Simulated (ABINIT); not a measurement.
A run of ABINIT 10.8.3 (patched build) is set up as follows.

The input run.abi:

```
pp_dirpath "./"
pseudos "Si.upf"

acell 4.952108218 4.9521082181 4.6607343234
rprim
     1.0000000000     0.0000000000     0.0000000000
    -0.5000000000     0.8660254038     0.0000000000
     0.0000000000     0.0000000000     1.0000000000
ntypat 1
znucl 14
natom 1
typat 1
xred
     0.0000000000     0.0000000000     0.0000000000

ecut 14.0

kptopt 1
ngkpt 9 9 8
nshiftk 1
shiftk 0.0 0.0 0.0

ixc 7

nband 6
occopt 3
tsmear 0.05 eV

nstep 100
tolvrs 1.0e-10

iomode 3
prtwf 0
prtden 0
prteig 0
prtebands 0
```

Potentials or basis: PseudoDojo NC SR LDA v0.4.1 standard.

The run is started by

```sh
$ abinit run.abi > log 2>&1
```

Question: Estimate the band gap on the k mesh.

Answer: None (metal or under the smearing width).

Question: Estimate the pressure.

Answer: -2.0 GPa.

Stress tensor (GPa, compression positive):
```
-2.64  0.00  0.00
 0.00 -2.64  0.00
 0.00  0.00 -0.74
```
